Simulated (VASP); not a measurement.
Here is a VASP 6.6.1 calculation.

Contents of INCAR:

```
ALGO     = Normal         # electronic algorithm
EDIFF    = 1E-6           # SCF threshold, eV
EDIFFG   = -0.01          # ionic threshold
ENCUT    = 600            # plane-wave cutoff, eV
GGA      = RP             # functional
IBRION   = 2              # ionic algorithm
ISIF     = 3              # what is computed and relaxed
ISMEAR   = -1             # smearing method
LASPH    = True           # aspherical terms in the spheres
LCHARG   = False          # write CHGCAR
LREAL    = False          # projectors in reciprocal space
LWAVE    = False          # write WAVECAR
NELM     = 100            # most SCF steps
NSW      = 60             # ionic steps
PREC     = Accurate       # precision mode
SIGMA    = 0.05           # smearing width, eV
```

The input KPOINTS:

```
k-points
0
Gamma
  11 11 11
```

The input POSCAR:

```
LiH
1.0
    2.5069900000      0.0000000000      0.0000000000
    0.0000000000      2.5069900000      0.0000000000
    0.0000000000      0.0000000000      2.5069900000
Li H
1 1
Direct
    0.5000000000      0.5000000000      0.5000000000
    0.0000000000      0.0000000000      0.0000000000
```

Potentials or basis: VASP PAW PBE potentials, release 64 (Li_sv, H).

The run is started by

```sh
$ cat potpaw_PBE.64/Li_sv/POTCAR potpaw_PBE.64/H/POTCAR > POTCAR
$ mpirun -np 1 vasp_std > vasp.out
```

Problem. What does it give for the band gap on the k mesh?

Solution. 1.32 eV, indirect (least direct gap 4.79 eV).

Problem. Predict the relaxed cell.

Solution. a = 2.534 Å, b = 2.534 Å, c = 2.534 Å, α = 90.00°, β = 90.00°, γ = 90.00°.

Problem. What does it give for the space group after relaxing (to 0.05 Å)?

Solution. Pm-3m (No. 221).

Step by step:
```csv
step,energy change (eV),largest force (eV/Å),pressure (GPa),volume (Å³)
1,0.0000,0.0000,1.16,15.76
2,-0.0008,0.0000,0.86,15.89
3,-0.0019,0.0000,0.00,16.28
```

Caveat: the cutoff is under 1.25 times the usual one of these potentials, so pressure, stress and relaxed cells hold a basis-set (Pulay) error; the PAW data sets were made with another functional, which shifts forces and pressure a little; an odd mesh through Γ misses points on the zone boundary, where band edges often lie.
